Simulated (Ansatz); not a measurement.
Ba (fcc)

Computed with Ansatz (plane waves, PAW, 420 eV cutoff): PBE, scalar-relativistic, no spin polarisation, Γ-centred 12×12×12 mesh, 0.05 eV Gaussian smearing. The datasets are Ansatz's generated set soft_2.

```
CELL_PARAMETERS angstrom
0.00000 3.17415 3.17415
3.17415 0.00000 3.17415
3.17415 3.17415 0.00000
ATOMIC_POSITIONS crystal
Ba 0.00000 0.00000 0.00000
```

At room temperature and ambient pressure Ba is bcc.

Path: Γ–X–U | K–Γ–L–W–X, with Γ = (0.000, 0.000, 0.000), X = (0.500, 0.000, 0.500), U = (0.625, 0.250, 0.625), K = (0.375, 0.375, 0.750), L = (0.500, 0.500, 0.500), W = (0.500, 0.250, 0.750) in reciprocal vectors of the calculation's cell.

Question: Is it a metal or an insulator, and if it has a gap, where are the band edges on this path?

Answer: A metal: bands cross the Fermi level.

Bands as a text map, energy in eV from the Fermi level (dashes), each leg drawn with the same width:
```
  5.57 |** *  *   ****    *********    *** *  *****     
  5.14 |  *     ****         *    *       ************  
  4.71 | *     *****      *   * ** ** ******* **********
  4.29 |*    **** ****** *     *     ******           **
  3.86 |    * *  ** *****  *         *     ***       *  
  3.43 |**** *     **    *  *****   *               *   
  3.00 | *           ***  *  **  ***               *    
  2.57 |  * *           ** **                     *     
  2.14 |  **   *          ***              *******     *
  1.71 |** *  * ****        ***************         *** 
  1.29 |  * **      ****   * *   **      **       **    
  0.86 |   *            *****      ******* *******      
  0.43 |    *            *                ** ** **      
  0.00 |-----*************------------------*****-******
 -0.43 |           *****                  **     ***    
 -0.86 |     ******       *           ****          ****
 -1.29 |    *              *        **                  
 -1.71 |   *                       *                    
 -2.14 |  *                 *     *                     
 -2.57 | *                   **  *                      
 -3.00 |*                      **                       
 -3.43 |                                                
 -3.86 |                                                
 -4.29 |                                                
 -4.71 |                                                
 -5.14 |                                                
 -5.57 |                                                
 -6.00 |                                                
        Γ      X      UK       Γ       L       W       X
```

Spin–orbit coupling, which matters for such heavy elements, is left out.
